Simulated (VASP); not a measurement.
## BaS: single point with PBE

Crystal: BaS.

```
CELL_PARAMETERS angstrom
0.00000 3.34600 3.34600
3.34600 0.00000 3.34600
3.34600 3.34600 0.00000
ATOMIC_POSITIONS crystal
Ba 0.00000 0.00000 0.00000
S 0.75000 0.75000 0.75000
```

Measurements of this composition are mostly on another form, of space group No. 225.

The cell isn't the ideal one: Mg replaced by Ba, lengths x 1.180, strained and moved within the space group.

| Property | Result |
| --- | --- |
| Program | VASP 6.6.1 |
| Task | single point |
| Functional | PBE |
| Potentials or basis | VASP PAW PBE potentials, release 64 (Ba_sv, S) |
| Cutoff | 520 eV |
| k mesh | 6 × 6 × 6 |
| Occupations | gaussian, width 0.1 eV |
| Spin | no spin polarisation |

```json
{
 "Pressure": "6.3 GPa",
 "Band gap on the k mesh": "2.97 eV, indirect (least direct gap 3.41 eV)"
}
```

Levels at points of the mesh, in eV from the valence-band top:
```csv
k point,band 6,band 7,band 8,band 9,band 10,band 11
"(0.00, 0.00, 0.00)",-1.00,-1.00,-1.00,2.97,5.19,5.19
"(0.50, 0.00, 0.00)",-0.67,-0.64,-0.64,4.64,5.50,5.50
"(0.50, 0.50, 0.00)",-1.43,0.00,0.00,3.47,4.73,6.69
```

Wall time 30 s on 1 thread of Intel(R) Xeon(R) Platinum 8259CL CPU @ 2.50GHz (Skylake/Cascade Lake), on a shared host, peak memory 0.2 GiB.

Caveat: spin-orbit coupling is left out, which moves the levels of the heavy elements. A k mesh can miss the band edges.
